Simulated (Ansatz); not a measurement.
System: wurtzite BeO. Method: PBE in Ansatz (PAW).

Run with plane-wave cutoff 520 eV, 18×18×8 k mesh (along the axes of the cell as run), Fermi–Dirac smearing 0.01 eV, scalar-relativistic PAW data made under PBE.

Computed at the level's own relaxed cell.

```
CELL_PARAMETERS angstrom
      1.35589    -2.34847     0.00000
      1.35589     2.34847     0.00000
      0.00000     0.00000     4.40442
ATOMIC_POSITIONS crystal
  Be 0.66667 0.33333 0.50013
  Be 0.33333 0.66667 0.00013
  O  0.66667 0.33333 0.87787
  O  0.33333 0.66667 0.37787
```

**Question.** List the 10 lowest band energies at Γ above −25 eV (eV, relative to the valence band maximum), grouping those that round alike.

**Answer.** At Γ: -18.59, -16.83, -6.15, -0.99 (×2), -0.04 (×2), 0.00, 7.45, 11.46.

Ansatz is a first-principles code.
